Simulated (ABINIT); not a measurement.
Crystal: GaN.

```
Ga N
1.0
     3.18000    0.00000    0.00000
    -1.59000    2.75396    0.00000
     0.00000    0.00000    5.16600
Ga N
2 2
Direct
  0.66667 0.33333 0.50000
  0.33333 0.66667 0.00000
  0.66667 0.33333 0.87500
  0.33333 0.66667 0.37500
```

Base run:

- Program: ABINIT 10.8.3 (patched build)
- Functional: PBE
- Potentials or basis: PseudoDojo NC SR PBE v0.5 stringent
- Cutoff: 1551 eV
- k mesh: 10 × 10 × 5
- Occupations: fermi-dirac, width 0.05 eV
- Spin: no spin polarisation

Its results: band gap on the k mesh 2.00 eV, direct; pressure 6.9 GPa; largest force 0.137 eV/Å.

**Question.** The run is repeated on the same cell with these changes: potentials or basis from PseudoDojo NC SR PBE v0.5 stringent to Ansatz NC PBE; cutoff from 1551 eV to 1252 eV; valence electrons from 52 to 36. What comes out?

**Answer.** Band gap on the k mesh 1.99 eV, direct; pressure 7.6 GPa; largest force 0.137 eV/Å.

